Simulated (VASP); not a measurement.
# KI (Fm-3m) in VASP: notebook

KI is run at these levels: PBE; tasks: single point.

Program: VASP 6.6.1. These are calculated values, not measurements. Logs are shortened: lines on timing, memory, paths and dates and some standing lists are left out, and cuts for length are marked.

**What was measured.**

A printed reference work, monograph reports, for a bulk crystal of KI: band gap 6.32 eV.

The runs below are set against these values where they give the same quantity.

## (1) The cell of the first run

The structure is cubic, space group Fm-3m (No. 225). Conventional cell: a = 7.018 Å, b = 7.018 Å, c = 7.018 Å, α = 90.00°, β = 90.00°, γ = 90.00°. K (site symmetry m-3m) has 6 I at 3.51 Å within 4.6 Å. Within 4.6 Å of I (site symmetry m-3m) lie 6 K at 3.51 Å.

## (2) Single point, PBE

Contents of INCAR:

```
ALGO = Normal
EDIFF = 1E-6
ENCUT = 500
GGA = PE
GGA_COMPAT = False
ISIF = 2
ISMEAR = 0
LASPH = True
LCHARG = True
LELF = True
LREAL = False
LVHAR = True
LWAVE = False
NBANDS = 15
NELM = 120
PREC = Accurate
SIGMA = 0.01
```

Contents of KPOINTS:

```
k-points
0
Gamma
  6 6 6
```

Contents of POSCAR:

```
KI
1.0
    0.0000000000      3.5090643863      3.5090643863
    3.5090643863      0.0000000000      3.5090643863
    3.5090643863      3.5090643863      0.0000000000
K I
1 1
Direct
    0.0000000000      0.0000000000      0.0000000000
    0.5000000000      0.5000000000      0.5000000000
```

Potentials or basis: VASP PAW PBE potentials, release 64 (K_sv, I).

Started as:

```bash
$ cat potpaw_PBE.64/K_sv/POTCAR potpaw_PBE.64/I/POTCAR > POTCAR
$ mpirun -np 1 vasp_std > vasp.out
```

OUTCAR:

```text
EDIFF = 1E-6
   ENCUT = 500
   GGA = PE
   ISIF = 2
   ISMEAR = 0
   LASPH = True
   LREAL = False
   NELM = 120
   PREC = Accurate

 ion  position               nearest neighbor table
   1  0.000  0.000  0.000-   2 3.51   2 3.51   2 3.51   2 3.51   2 3.51   2 3.51
   2  0.500  0.500  0.500-   1 3.51   1 3.51   1 3.51   1 3.51   1 3.51   1 3.51

  LATTYP: Found a face centered cubic cell.
 ALAT       =     7.0181287726

  Lattice vectors:

 A1 = (   0.0000000000,   3.5090643863,   3.5090643863)
 A2 = (   3.5090643863,   0.0000000000,   3.5090643863)
 A3 = (   3.5090643863,   3.5090643863,   0.0000000000)

Analysis of symmetry for initial positions (statically):
=====================================================================
 Subroutine PRICEL returns:
 Original cell was already a primitive cell.

 Routine SETGRP: Setting up the symmetry group for a
 face centered cubic supercell.

 Subroutine GETGRP returns: Found 48 space group operations
 (whereof 48 operations were pure point group operations)
 out of a pool of 48 trial point group operations.

The static configuration has the point symmetry O_h .

Analysis of symmetry for dynamics (positions and initial velocities):
=====================================================================
 Subroutine PRICEL returns:
 Original cell was already a primitive cell.

 Routine SETGRP: Setting up the symmetry group for a
 face centered cubic supercell.

 Subroutine GETGRP returns: Found 48 space group operations
 (whereof 48 operations were pure point group operations)
 out of a pool of 48 trial point group operations.

The dynamic configuration has the point symmetry O_h .

 Subroutine INISYM returns: Found 48 space group operations
 (whereof 48 operations are pure point group operations),
 and found     1 'primitive' translations

----------------------------------------------------------------------------------------

                                     Primitive cell

  volume of cell :      86.4180

  direct lattice vectors                    reciprocal lattice vectors
     0.000000000  3.509064386  3.509064386    -0.142488124  0.142488124  0.142488124
     3.509064386  0.000000000  3.509064386     0.142488124 -0.142488124  0.142488124
     3.509064386  3.509064386  0.000000000     0.142488124  0.142488124 -0.142488124

  length of vectors
     4.962566446  4.962566446  4.962566446     0.246796670  0.246796670  0.246796670

  position of ions in fractional coordinates (direct lattice)
     0.000000000  0.000000000  0.000000000
     0.500000000  0.500000000  0.500000000

  ion indices of the primitive-cell ions
   primitive index   ion index
                 1           1
                 2           2

----------------------------------------------------------------------------------------

 KPOINTS: k-points

Automatic generation of k-mesh.
 Grid dimensions read from file:
 generate k-points for:    6    6    6

 Generating k-lattice:

  Cartesian coordinates                     Fractional coordinates (reciprocal lattice)
    -0.023748021  0.023748021  0.023748021     0.166666667  0.000000000  0.000000000
     0.023748021 -0.023748021  0.023748021     0.000000000  0.166666667  0.000000000
     0.023748021  0.023748021 -0.023748021     0.000000000  0.000000000  0.166666667

  Length of vectors
     0.041132778  0.041132778  0.041132778

  Shift w.r.t. Gamma in fractional coordinates (k-lattice)
     0.000000000  0.000000000  0.000000000

 Subroutine IBZKPT returns following result:
 ===========================================

 Found     16 irreducible k-points:

 Following reciprocal coordinates:
            Coordinates               Weight
  0.000000  0.000000  0.000000      1.000000
  0.166667  0.000000  0.000000      8.000000
  0.333333  0.000000  0.000000      8.000000
  0.500000  0.000000  0.000000      4.000000
  0.166667  0.166667  0.000000      6.000000
  0.333333  0.166667  0.000000     24.000000
[... 8 lines left out ...]
 -0.333333  0.333333  0.166667     24.000000
 -0.333333  0.500000  0.166667     12.000000
   k-points           NKPTS =     16   k-points in BZ     NKDIM =     16   number of bands    NBANDS=     15
   number of dos      NEDOS =    301   number of ions     NIONS =      2
   total plane-waves  NPLWV =  46656
   dimension x,y,z NGX =    36 NGY =   36 NGZ =   36
   dimension x,y,z NGXF=    72 NGYF=   72 NGZF=   72
   ions per type =               1   1
   NGX,Y,Z   is equivalent  to a cutoff of  12.06, 12.06, 12.06 a.u.
   NGXF,Y,Z  is equivalent  to a cutoff of  24.12, 24.12, 24.12 a.u.
 SYSTEM =  unknown system
   PREC   = accura    normal or accurate (medium, high low for compatibility)
   ISTART =      0    job   : 0-new  1-cont  2-samecut
   ICHARG =      2    charge: 1-file 2-atom 10-const
   ISPIN  =      1    spin polarized calculation?
   LNONCOLLINEAR =      F non collinear calculations
   LSORBIT =      F    spin-orbit coupling
   LASPH  =      T    aspherical Exc in radial PAW
   ENCUT  =  500.0 eV  36.75 Ry    6.06 a.u.   9.05  9.05  9.05*2*pi/ulx,y,z
   NELM   =    120;   NELMIN=  2; NELMDL= -5     # of ELM steps
   EDIFF  = 0.1E-05   stopping-criterion for ELM
   LREAL  =      F    real-space projection
   EDIFFG = 0.1E-04   stopping-criterion for IOM
   NSW    =      0    number of steps for IOM
   IBRION =     -1    ionic relax: 0-MD 1-quasi-New 2-CG
   NFREE  =      0    steps in history (QN), initial steepest desc. (CG)
   ISIF   =      2    stress and relaxation
   ISYM   =      2    0-nonsym 1-usesym 2-fastsym
   POTIM  = 0.5000    time-step for ionic-motion
   TEBEG  =    0.0;   TEEND  =   0.0 temperature during run
   PSTRESS=    0.0 pullay stress
   NELECT =      16.0000    total number of electrons
   NUPDOWN=      -1.0000    fix difference up-down
   EMIN   =  10.00;   EMAX   =-10.00  energy-range for DOS
   EFERMI =   0.00;   METHOD = LEGACY
   ISMEAR =     0;   SIGMA  =   0.01  broadening in eV -4-tet -1-fermi 0-gaus
   EFERMI_NEDOS =   21; number of points for ismear=-14 and -15
   IALGO  =     38    algorithm
   IMIX   =      4    mixing-type and parameters
     AMIX     =   0.40;   BMIX     =  1.00
     AMIX_MAG =   1.60;   BMIX_MAG =  1.00
  volume/ion in A,a.u.               =      43.21       291.59
  Fermi-wavevector in a.u.,A,eV,Ry     =   0.933068  1.763244 11.845459  0.870617
  Thomas-Fermi vector in A             =   2.059732
   LORBIT       =      0    0 simple, 1 ext, 2 COOP (PROOUT), +10 PAW based schemes
   GGA     = PE    functional components
   LHFCALC =     F    Hartree Fock is set to
   AEXX    =    0.0000 exact exchange contribution
   IVDW    =     0    specifies the selected vdW correction
   LEPSILON=     F    determine dielectric tensor
   LRPA    =     F    only Hartree local field effects (RPA)
 non-spin polarized calculation
 Gauss-broadening in eV      SIGMA  =   0.01
  energy-cutoff  :      500.00
  volume of cell :       86.42
 maximum number of plane-waves:      2210
   NGX = 19   NGY = 19   NGZ = 19

 number of electron      15.9999997 magnetization

 Free energy of the ion-electron system (eV)
  ---------------------------------------------------
  ext. energy  EPLUGINS =         0.00000000
  ---------------------------------------------------
  free energy    TOTEN  =        -5.54788029 eV

  energy without entropy =       -5.54788029  energy(sigma->0) =       -5.54788029

 E-fermi :  -0.2326     XC(G=0):  -7.2574

 val. band max:       -0.3096094296   @ k =   0.0000   0.0000   0.0000
 cond. band min:       3.7006821338   @ k =   0.0000   0.0000   0.0000
 fundamental gap:      4.0102915634
 Fermi energy:        -0.2326159469

 k-point     1 :       0.0000    0.0000    0.0000
  band No.  band energies     occupation
      1     -28.7768      2.00000
      2     -12.2669      2.00000
      3     -12.2669      2.00000
      4     -12.2669      2.00000
      5     -10.8427      2.00000
      6      -0.3096      2.00000
      7      -0.3096      2.00000
      8      -0.3096      2.00000
      9       3.7007      0.00000
     10       6.1784      0.00000
     11       6.1784      0.00000
     12       6.1784      0.00000
     13       6.9093      0.00000
     14       6.9093      0.00000
     15       9.5005      0.00000

 k-point     2 :       0.1667    0.0000    0.0000
  band No.  band energies     occupation
      1     -28.7762      2.00000
      2     -12.3133      2.00000
      3     -12.2675      2.00000
      4     -12.2675      2.00000
      5     -10.7624      2.00000
      6      -0.7431      2.00000
      7      -0.4049      2.00000
      8      -0.4049      2.00000
      9       4.3344      0.00000
     10       6.1062      0.00000
     11       6.4752      0.00000
     12       6.4752      0.00000
     13       7.2381      0.00000
     14       7.2381      0.00000
     15      10.3885      0.00000

 k-point     3 :       0.3333    0.0000    0.0000
  band No.  band energies     occupation
      1     -28.7751      2.00000
      2     -12.3950      2.00000
      3     -12.2687      2.00000
      4     -12.2687      2.00000
      5     -10.6106      2.00000
      6      -1.4027      2.00000
      7      -0.5809      2.00000
      8      -0.5809      2.00000
      9       5.0721      0.00000
     10       6.7650      0.00000
     11       7.1976      0.00000
     12       7.1976      0.00000
     13       8.1011      0.00000
     14       8.1011      0.00000
     15       9.4580      0.00000
[... 199 lines left out ...]
 k-point    15 :      -0.3333    0.3333    0.1667
  band No.  band energies     occupation
      1     -28.7740      2.00000
      2     -12.3619      2.00000
      3     -12.2936      2.00000
      4     -12.2831      2.00000
      5     -10.6021      2.00000
      6      -1.3100      2.00000
      7      -0.9707      2.00000
      8      -0.7717      2.00000
      9       5.9725      0.00000
     10       6.3043      0.00000
     11       6.7806      0.00000
     12       7.9999      0.00000
     13       8.5204      0.00000
     14       8.9434      0.00000
     15       9.6566      0.00000

 k-point    16 :      -0.3333    0.5000    0.1667
  band No.  band energies     occupation
      1     -28.7738      2.00000
      2     -12.3149      2.00000
      3     -12.3090      2.00000
      4     -12.2942      2.00000
      5     -10.6407      2.00000
      6      -1.2086      2.00000
      7      -0.8906      2.00000
      8      -0.8743      2.00000
      9       5.3432      0.00000
     10       6.1349      0.00000
     11       7.1339      0.00000
     12       8.0825      0.00000
     13       8.2748      0.00000
     14       9.3794      0.00000
     15       9.8483      0.00000

------------------------ aborting loop because EDIFF is reached ----------------------------------------

  FORCE on cell =-STRESS in cart. coord.  units (eV):
  Direction    XX          YY          ZZ          XY          YZ          ZX
  --------------------------------------------------------------------------------------
  -------------------------------------------------------------------------------------
  Total        0.4899627      0.4899627      0.4899627      0.0000000      0.0000000      0.0000000
  in kB        9.0838427      9.0838427      9.0838427      0.0000000      0.0000000      0.0000000
  external PRESSURE =       9.0838427 kB  Pullay stress =       0.0000000 kB

 VOLUME and BASIS-vectors are now :
 -----------------------------------------------------------------------------
  energy-cutoff  :      500.00
  volume of cell :       86.42
      direct lattice vectors                 reciprocal lattice vectors
     0.000000000  3.509064386  3.509064386    -0.142488124  0.142488124  0.142488124
     3.509064386  0.000000000  3.509064386     0.142488124 -0.142488124  0.142488124
     3.509064386  3.509064386  0.000000000     0.142488124  0.142488124 -0.142488124

 POSITION                                       TOTAL-FORCE (eV/Angst)
 -----------------------------------------------------------------------------------
      0.00000      0.00000      0.00000         0.000000     -0.000000     -0.000000
      3.50906      3.50906      3.50906        -0.000000      0.000000      0.000000
 -----------------------------------------------------------------------------------
    total drift:                                0.000000      0.000000      0.000000

  FREE ENERGIE OF THE ION-ELECTRON SYSTEM (eV)
  ---------------------------------------------------
  free  energy   TOTEN  =        -5.5478802946 eV

  energy  without entropy=       -5.5478802946  energy(sigma->0) =       -5.54788029
```

Wall time 12 s (1 thread of Intel Xeon 6975P-C (Granite Rapids), shared host); peak memory 0.2 GiB.

Results:

```
Free energy            : -5.5479 eV
Pressure               : 0.9 GPa
Band gap on the k mesh : 4.01 eV
```

Caveat: spin-orbit coupling is left out, which moves the levels of the heavy elements.

## (3) Single point, PBE

This run uses another cell than the first one, of 44.09 Å³/atom.

Contents of INCAR:

```
SYSTEM = KI
PREC = Accurate ; ENCUT = 500
EDIFF = 1E-6 ; ISMEAR = 0
SIGMA = 0.01 ; LREAL = .FALSE.
LASPH = .TRUE. ; NELM = 120
ALGO = Normal ; ISIF = 2
LWAVE = .FALSE. ; LCHARG = .FALSE.
GGA = PE ; NBANDS = 15
GGA_COMPAT = .FALSE.
```

Contents of KPOINTS:

```
regular mesh
0
G
  6 6 6
  0 0 0
```

Contents of POSCAR:

```
KI
1.0
    0.0000000000      3.5327750000      3.5327750000
    3.5327750000      0.0000000000      3.5327750000
    3.5327750000      3.5327750000      0.0000000000
K I
1 1
Direct
    0.0000000000      0.0000000000      0.0000000000
    0.5000000000      0.5000000000      0.5000000000
```

Potentials or basis: VASP PAW PBE potentials, release 64 (K_sv, I).

Started as:

```bash
$ cat potpaw_PBE.64/K_sv/POTCAR potpaw_PBE.64/I/POTCAR > POTCAR
$ mpirun -np 1 vasp_std > vasp.out
```

It took 10 s on 1 thread of Intel Xeon 6975P-C (Granite Rapids), shared host; peak memory 0.21 GiB.

The run converged. Its results:

```
Free energy            : -5.5563 eV
Pressure               : 0.6 GPa
Band gap on the k mesh : 3.96 eV
```

Levels at points of the mesh, in eV from the valence-band top:
```
           k point  band 6  band 7  band 8  band 9  band 10  band 11
(0.00, 0.00, 0.00)    0.00    0.00    0.00    3.96     6.50     6.50
(0.50, 0.00, 0.00)   -1.32   -0.34   -0.34    5.52     7.71     8.14
(0.50, 0.50, 0.00)   -1.00   -0.37   -0.37    4.93     5.77     8.10
```

Caveat: spin-orbit coupling is left out, which moves the levels of the heavy elements.

(Continued in part 2 of 2.)
